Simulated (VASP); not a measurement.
# Results of a VASP single-point calculation on NaCl (strained rocksalt)

POSCAR

```
Na Cl
 1.0000000000000000
     0.0000000000000000    2.7466448488999999    2.7466448488999999
     2.7466448488999999    0.0000000000000000    2.7466448488999999
     2.7466448488999999    2.7466448488999999    0.0000000000000000
 Na  Cl
   1   1
Cartesian
  0.0000000000000000  0.0000000000000000  0.0000000000000000
  2.7466448488999999  2.7466448488999999  2.7466448488999999
```

The gap between bands v and c is 5.43 eV. The least direct gap is 5.43 eV.

Band v is the last that the valence electrons fill when counted band by band, and c is the next. Levels in eV from the top of v:

| point | v−1 | v | c | c+1 |
| --- | --- | --- | --- | --- |
| Γ | 0.00 | 0.00 | 5.43 | 11.19 |
| X | -0.68 | -0.68 | 7.77 | 8.00 |
| K | -1.27 | -0.57 | 8.38 | 9.28 |
| L | -0.31 | -0.31 | 7.41 | 11.16 |
| W | -1.35 | -0.86 | 9.16 | 9.91 |

Task: Which of these levels of theory gave these results?
A. PBEsol
B. LDA
C. PBE0
D. HSE06
E. PBE with spin–orbit coupling
F. r²SCAN
G. PBE

Result: G.

The INCAR was:

```
ISMEAR = -1
NELM = 120
LREAL = .FALSE.
SIGMA = 0.02
LCHARG = .FALSE.
NSW = 0
EDIFF = 1E-7
LASPH = .TRUE.
GGA = PE
PREC = Accurate
NBANDS = 14
ENCUT = 520
LWAVE = .FALSE.
IBRION = -1
ISIF = 2
```
